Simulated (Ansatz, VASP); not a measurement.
# Two plane-wave programs on SiO2

```
Si O
1.0
     4.18541    0.00000    0.00000
     0.00000    4.18541    0.00000
     0.00000    0.00000    2.66874
Si O
2 4
Direct
  0.50000 0.50000 0.50937
  0.00000 0.00000 0.00937
  0.69389 0.69389 0.99178
  0.19389 0.80611 0.49178
  0.30611 0.30611 0.99178
  0.80611 0.19389 0.49178
```

Change from the starting cell: mode 13 (655.2 1/cm) frozen in, largest displacement +0.025 Å.

Alike in both runs: task single point; functional r2SCAN; k mesh 6 × 6 × 8; occupations gaussian, width 0.05 eV; no spin polarisation.

```csv
,VASP,Ansatz
version,VASP 6.6.1,Ansatz 0.2.0
potentials or method,"VASP PAW PBE potentials, release 64 (Si, O)","scalar-relativistic, plane waves, PAW"
plane-wave cutoff (eV),520,500
valence electrons in the cell,32,32
```

VASP gave:

- gap on the k mesh at the Fermi level (eV): 6.49
- least direct gap on the mesh (eV): 6.49
- pressure (GPa): 1.0
- largest component of the traceless stress (GPa): 0.87
- rms of the force components (eV/Å): 0.465

Q: Which values does Ansatz return?

A: gap on the k mesh at the Fermi level (eV): 6.49; least direct gap on the mesh (eV): 6.49; pressure (GPa): 0.6; largest component of the traceless stress (GPa): 0.26; rms of the force components (eV/Å): 0.454.

Atom by atom the forces differ by 0.015 eV/Å (rms over components).

Caveats: the PAW data sets were made with another functional, which shifts forces and pressure a little (VASP). A k mesh can miss the band edges.
